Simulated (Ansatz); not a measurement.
Consider the following.

LiI (rock salt)

```
CELL_PARAMETERS angstrom
      0.00000     6.01904     6.01904
      3.00952     3.00952     6.01904
      3.00952     3.00952     0.00000
ATOMIC_POSITIONS crystal
  I  0.00000 0.00000 0.00000
  I  0.50000 0.00000 0.00000
  Li 0.00000 0.50000 0.50000
  Li 0.50000 0.50000 0.50000
```

The atoms are displaced by Q × the pattern below (from a DFPT mode at X = (0.5, 0.5, 0.0), largest move 1; Q in Å), at fixed cell. It is one choice among 2 degenerate patterns. (q is in reciprocal vectors of the primitive cell; the cell shown is doubled to hold the pattern.)

| atom | x | y | z |
|---|---|---|---|
| I1 | 0.000 | 0.058 | 0.000 |
| I2 | 0.000 | -0.058 | 0.000 |
| Li3 | 0.000 | 1.000 | 0.000 |
| Li4 | 0.000 | -1.000 | 0.000 |

Calculation: PBE (plane waves to 420 eV, PAW, scalar-relativistic; Ansatz, a quantum-chemistry and plane-wave program). k mesh 10×10×10 (Γ-centred), Fermi-Dirac smearing 0.05 eV. Energies are smeared free energies. LiI was relaxed with its symmetry unable to fall. Spin-orbit coupling is left out, though I is heavy. The zero of ΔE is the undisplaced structure.

The scan covers Q from -0.180 to 0.180 Å in 13 points.

Problem. Which space group does the distorted structure have?

Solution. Cmcm (No. 63), lowered from Fm-3m.

Problem. What is the energy change at Q = 0.180 Å?

Solution. 15.7 meV/cell.

Problem. What harmonic wavenumber does the curvature at Q = 0 give?

Solution. 123 cm⁻¹.

(A displaced cell: forces are minus the slopes of the energy, force constants its curvatures, and phonons follow from these.)
